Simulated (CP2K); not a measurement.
CdF2:

```
Cd F
1.0
     3.80989    0.00000    0.00000
     1.90495    3.29946    0.00000
     1.90495    1.09982    3.11076
Cd F
1 2
Cartesian
  0.0000 0.0000 0.0000
  5.7148 3.2995 2.3331
  1.9049 1.0998 0.7777
```

Program: CP2K 2026.2. Alike in all runs: task band structure; no spin polarisation; cell as given; k mesh 9 × 9 × 9; smearing fermi-dirac 0.05 eV.

Order these runs on this cell by their band gap on the k mesh, lowest first.
A. level r2SCAN; potentials or basis POTENTIAL_UZH Cd GTH-SCAN-q12, F GTH-SCAN-q7; TZVP-MOLOPT-SCAN-GTH basis; EPS_DEFAULT 1.0E-9; NGRIDS 4; points a segment of the path (NPOINTS) 10; bands added on the path 4; CUTOFF of the grids 1100 Ry
B. level PBEsol; potentials or basis POTENTIAL_UZH Cd GTH-PBE-q12, F GTH-PBE-q7; TZVP-MOLOPT-PBE-GTH basis; EPS_DEFAULT 1.0E-9; NGRIDS 4; points a segment of the path (NPOINTS) 10; bands added on the path 2; CUTOFF of the grids 750 Ry
C. level TB-mBJ; potentials or basis POTENTIAL_UZH Cd GTH-PBE-q12, F GTH-PBE-q7; TZVP-MOLOPT-PBE-GTH basis; EPS_DEFAULT 1.0E-10; NGRIDS 5; points a segment of the path (NPOINTS) 8; bands added on the path 6; CUTOFF of the grids 1100 Ry

C (2.60 eV), B (2.89 eV), A (3.71 eV).

Caveats: the basis of atomic orbitals isn't converged, which shifts pressures, moduli and gaps; this is a model potential without an energy functional, so only levels have meaning (some runs).

Runs at the PBE level aren't shown here.
